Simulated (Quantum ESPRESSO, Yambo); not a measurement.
# A GW chain in Yambo: SiC (F-43m), part 3 of 3

Wanted: ground state, empty states, screening and self-energy for SiC (F-43m).

Quantum ESPRESSO 7.5 and Yambo 5.3.0; PBE and many-body steps on it, plane waves. Known limits of the many-body steps: not at the basis limit.

So far. Step 3 (Bands along the symmetry lines): The gap is 1.361 eV, as in the run before at this level. Step 4 (Empty states on the mesh, 6×6×6 mesh, 136 bands): On this mesh the gap is 1.361 eV.

### 6. Screening and self-energy, 6×6×6 mesh, 136 bands, screening to 217.7 eV

G0W0 replaces the xc potential by the self-energy, built once from these orbitals. Only a window of levels is corrected, while the sums run over the empty bands that the input names.

This step: G0W0 on PBE, plane waves, norm-conserving pseudopotentials.

Contents of gw3.in:

```
HF_and_locXC
gw0
dyson
ppa
em1d
rim_cut
RandQpts= 1000000
RandGvec= 1 RL
EXXRLvcs= 74 Ry
VXCRLvcs= 296 Ry
Chimod= "HARTREE"
% BndsRnXp
 1 | 136 |
%
NGsBlkXp= 16 Ry
% LongDrXp
 1 | 1 | 1 |
%
% GbndRnge
 1 | 136 |
%
DysSolver= "n"
ExtendOut
PPAPntXp= 27.21138 eV
% QPkrange
 1 | 1 | 3 | 6 |
 13 | 13 | 3 | 6 |
%
```

The run is started by

```
$ OMP_NUM_THREADS=1 mpirun -n 8 yambo -F gw3.in -J gw3 -C gw3 > gw3.log
```

Output:

```text
 Yambo, version 5.3.0

 [02] CORE Variables Setup
 =========================

  [... cell, symmetries and grids as in the set-up ...]

  [02.05] Energies & Occupations
  ==============================

  [X] === General ===
  [X] Electronic Temperature                        :  0.000000  0.000000 [eV K]
  [X] Bosonic    Temperature                        :  0.000000  0.000000 [eV K]
  [X] Finite Temperature mode                       : no
  [X] El. density                                   :  0.38662E+24 [cm-3]
  [X] Fermi Level                                   :  9.496070 [eV]

  [X] === Gaps and Widths ===
  [X] Conduction Band Min                           :  1.361356 [eV]
  [X] Valence Band Max                              :  0.000000 [eV]
  [X] Filled Bands                                  :   4
  [X] Empty Bands                                   :    5  136
  [X] Direct Gap                                    :  4.552961 [eV]
  [X] Direct Gap localized at k                     :  13
  [X] Indirect Gap                                  :  1.361356 [eV]
  [X] Indirect Gap between kpts                     :   1  13
  [X] Last valence band width                       :  4.386317 [eV]
  [X] 1st conduction band width                     :  5.670360 [eV]

 [03] Transferred momenta grid and indexing
 ==========================================

 IBZ Q-points                                      :  16
 BZ  Q-points                                      :  216

 K/Q-points units:
 rlu = crystal or reduced units; cc = cartesian coordinates; iku = interal k-units

 Q [ 1]         [rlu]:  0.000000  0.000000  0.000000
 Q [ 2]         [rlu]:  0.16734E-16  0.16734E-16  0.16667
 Q [ 3]         [rlu]:  0.33468E-16  0.33468E-16  0.33333
 Q [ 4]         [rlu]:  0.17304E-16  0.17304E-16 -0.50000
 Q [ 5]         [rlu]: -0.19763E-16  0.16667      0.16667
 Q [ 6]         [rlu]:  0.28560E-17  0.16667      0.33333
 Q [ 7]         [rlu]: -0.47957E-17  0.16667      0.50000
 Q [ 8]         [rlu]: -0.19076E-16  0.16667     -0.33333
 Q [ 9]         [rlu]: -0.57120E-17  0.16667     -0.16667
 Q [10]         [rlu]: -0.31459E-17  0.33333      0.33333
     [... 4 further rows ...]
 Q [15]         [rlu]:  0.166667  0.333333 -0.333333
 Q [16]         [rlu]:  0.166667 -0.500000 -0.333333

 [04] Coloumb potential Random Integration (RIM)
 ===============================================

  [04.01] RIM initialization
  ==========================

  * Diagonal components only detected *

  8 x (sBL volume)        :  0.065793 [a.u.]
  sBZ random points       :  1000000
  Points outside the sBZ  :   7968281
  RL volume               :  1.776402 [a.u.]
  Integrated volume       :  1.783474 [a.u.]

  [04.02] RIM integrals
  =====================

  Gamma point sphere radius             :  0.073228 [a.u.]
  Points outside the sphere             :   800476
  [Int_sBZ(q=0) 1/q^2]*(Vol_sBZ)^(-1/3) =:  7.776341
                                 should be <:  7.795600

  Summary of Coulomb integrals for non-metallic bands |Q|[au] RIM/Bare

  Q [1] 0.100000E-4 0.997530 * Q [2] 0.220244 1.068480
  Q [5] 0.254315 1.068537 * Q [9] 0.359656 1.030488
  Q [6] 0.421734 1.023143 * Q [3] 0.440487 1.020326
  Q [10] 0.508631 1.017560 * Q [8] 0.554267 1.014854
  Q [14] 0.568666 1.014341 * Q [7] 0.622943 1.012352
  Q [11] 0.660731 1.011710 * Q [4] 0.660731 1.011454
  Q [12] 0.719312 1.010544 * Q [15] 0.752275 1.009943
  Q [13] 0.762946 1.009481 * Q [16] 0.804216 1.008827

 [05] Dipoles
 ============

  [05.01] Setup: observables and procedures
  =========================================

 [06] Dynamic Dielectric Matrix (PPA)
 ====================================

 [SLK-Inversion]  Pools        :  2
 [SLK-Inversion]  BLACS grid   :  2  2

 [WR./gw3//ndb.pp]---------------------------------------------------------------
  Brillouin Zone Q/K grids (IBZ/BZ)                :   16  216   16  216
  RL vectors                                       :  2085 [WF]
  Coulomb cutoff potential                         : none
  Electronic Temperature                           :  0.000000 [K]
  Bosonic    Temperature                           :  0.000000 [K]
  PPA    diel. fun.  energies                      : Perdew, Burke & Ernzerhof(X)+Perdew, Burke & Ernzerhof(C)
  wavefunctions                                    : Perdew, Burke & Ernzerhof(X)+Perdew, Burke & Ernzerhof(C)
  Global Gauge                                     : length
  X matrix size                                    :  181
  X band range                                     :    1  136
  X e/h energy range                               : -1.000000 -1.000000 [eV]
  X Time ordering                                  : R
  X Hxc Kernel                                     : HARTREE
  X Drude frequency                                :  0.000000  0.000000
  X poles                                          :  100.0000 [o/o]
  RL vectors in the sum                            :  2085
  [r,Vnl] included                                 : yes
  Field direction                                  :  0.577350E-5  0.577350E-5  0.577350E-5
  BZ energy Double Grid                            : no
  BZ energy DbGd points                            : 0
  BZ Q point size factor                           : -1.000000
  X Optical Averaged directions                    : none

 [07] Local Exchange-Correlation + Non-Local Fock
 ================================================

 [VXC] Plane waves :  12039
 [EXS] Plane waves :  1471

 QP @ state[ 1 ] K range:  1  1
 QP @ state[ 1 ] b range:   3   6
 QP @ state[ 2 ] K range:  13  13
 QP @ state[ 2 ] b range:   3   6

 [xc] Functional : Perdew, Burke & Ernzerhof(X)+Perdew, Burke & Ernzerhof(C)
 [xc] LIBXC used to calculate xc functional
  PP Number of Atomic Species                      :  2
  NLCC RL compoments                               :  12039
  PP Number of Atomic Species                      :  2
  NLCC RL compoments                               :  12039

 [xc] E_xc :  -3.047449 [Ha]
      E_xc :  -6.094897 [Ry]

  Local XC kind (lXC) : Perdew, Burke & Ernzerhof(X)+Perdew, Burke & Ernzerhof(C)
  Non-Local XC kind (nlXC) : Hartree-Fock

  Corrections @ K [1] :  [eV]
 <3|nlXC|3> = -17.50940  0.14119E-17 <3|lXC|3> = -14.92963  0.000000
 <4|nlXC|4> = -17.50935 -0.68576E-18 <4|lXC|4> = -14.92963  0.75527E-15
 <5|nlXC|5> = -7.587559 -0.44225E-17 <5|lXC|5> = -13.21316  0.000000
 <6|nlXC|6> = -5.869221  0.74095E-18 <6|lXC|6> = -11.32674  0.000000

  Corrections @ K [13] :  [eV]
 <3|nlXC|3> = -17.38868  0.22759E-18 <3|lXC|3> = -13.56722  0.000000
 <4|nlXC|4> = -17.38867  0.23671E-17 <4|lXC|4> = -13.56722  0.000000
 <5|nlXC|5> = -6.436576  0.24051E-17 <5|lXC|5> = -10.50524  0.23602E-16
 <6|nlXC|6> = -6.009783 -0.24854E-17 <6|lXC|6> = -10.76975  0.000000

 [08] Dyson equation: Newton solver
 ==================================

  [08.01] G0W0 (W PPA)
  ====================

  [  GW  ] Bands range     :    1  136
  [GW/PPA] G damping       :  0.100000 [eV]

  QP @ state[ 1 ] K range:  1  1
  QP @ state[ 1 ] b range:   3   6
  QP @ state[ 2 ] K range:  13  13
  QP @ state[ 2 ] b range:   3   6

   Sc/G bands                                       :    1  136
   Sc/G damping                                     :  0.100000 ev
   Sc bands terminator                              : no
   Sx RL components                                 :  1471

   QP @ state[ 1 ] K range                          :  1  1
   QP @ state[ 1 ] b range                          :   3   6
   QP @ state[ 2 ] K range                          :  13  13
   QP @ state[ 2 ] b range                          :   3   6
   GF energies kind                                 : Perdew, Burke & Ernzerhof(X)+Perdew, Burke & Ernzerhof(C)
   GF WF`s kind                                     : Perdew, Burke & Ernzerhof(X)+Perdew, Burke & Ernzerhof(C)
   Xs energies kind                                 : Perdew, Burke & Ernzerhof(X)+Perdew, Burke & Ernzerhof(C)
   Xs WF`s kind                                     : Perdew, Burke & Ernzerhof(X)+Perdew, Burke & Ernzerhof(C)

 [11] Game Over & Game summary
```

It took 64 s on 8 MPI ranks of Intel Xeon 6975P-C (Granite Rapids), shared host; peak memory 2.9 GiB.

Numbers from this step:

```
G0W0 gap on the points computed              : 2.130 eV
starting gap on the mesh                     : 1.361 eV
k of the valence top                         : 0, 0, 0
k of the conduction bottom                   : 0, -0.5, -0.5
least direct G0W0 gap on the computed points : 5.621 eV
Z at the valence top                         : 0.7958
Z at the conduction bottom                   : 0.8228
```

The gap on the mesh goes from 1.36 eV to 2.13 eV, a correction of +0.77 eV.

Limits: finite bands, cutoff and mesh. v1 is the top filled band, c1 the lowest empty one. The levels before and after the correction (eV, zero at the valence-band top of each column):

```csv
,conduction bottom,valence top
Kohn-Sham,1.36,0.00
G0W0,2.13,0.00
```

```csv
,level,energy (eV)
Kohn-Sham,Γ v2-v1,0.000
Kohn-Sham,Γ c1,6.223
Kohn-Sham,Γ c2,7.311
Kohn-Sham,(0 -0.5 -0.5) v2-v1,-3.192
Kohn-Sham,(0 -0.5 -0.5) c1,1.361
Kohn-Sham,(0 -0.5 -0.5) c2,4.333
G0W0,Γ v2-v1,0.000
G0W0,Γ c1,7.156
G0W0,Γ c2,8.243
G0W0,(0 -0.5 -0.5) v2-v1,-3.491
G0W0,(0 -0.5 -0.5) c1,2.130
G0W0,(0 -0.5 -0.5) c2,5.274
```

### 7. Where the time went

Times are wall times on the hardware named with each run, good to a factor of about two.

```csv
step,time,share,memory (GiB)
ground state,2.1 s,3 %,0.43
bands along the symmetry lines,1.5 s,2 %,0.05
empty states on the mesh,3 s,4 %,0.45
conversion and set-up,2.4 s,3 %,0.24
screening and self-energy,64 s,88 %,2.9
```

### 8. Summary of results

```yaml
pbe_gap: 1.36 eV, indirect
g0w0_gap_on_the_mesh: 2.13 eV
gw_settings: 6×6×6 mesh, 136 bands, screening to 217.7 eV, Godby-Needs plasmon pole
known_limits: not at the basis limit
```

G0W0 moves the gap on the mesh from 1.36 eV to 2.13 eV (+0.77 eV), with Z of 0.80 and 0.82 at the edges. Only 2 of the mesh's irreducible points were corrected, so a valley elsewhere could overtake. The dearest step here is «screening and self-energy». Against experiment, by G0W0@PBE: the gap of 2.13 eV lies −0.26 eV from the measured 2.39 eV (kind not stated, quoted 2020); the gap of 2.13 eV lies −0.27 eV from the measured 2.4 eV (indirect, 2018). The calculation has static nuclei and no excitons; a measured gap holds zero-point and thermal motion, which mostly lowers it. Bands and cutoff are finite, so the gap is not at the basis limit. The miss can reach some tenths of an eV and take either sign; the mesh is an error of its own. In the G0W0 run levels were corrected at 2 k points alone, so a gap called «on the mesh» is the least over those, and an edge elsewhere would be missed.

[Paths, hosts, dates, memory and timing lines, banners, echoed tables and standing remarks are left out of the program output.]

[Logs are printed without paths, hosts, clocks, repeated set-up lines and the standing remarks that a program may print on its own settings, such as how far it seeks lower states.]

[Runs of the session that timed out or met a known fault of the program may be left out.]

[Hosts, paths, dates, database ids (printed as entryN), source tags and the programs' standing remarks are cut or masked in the printed files.]
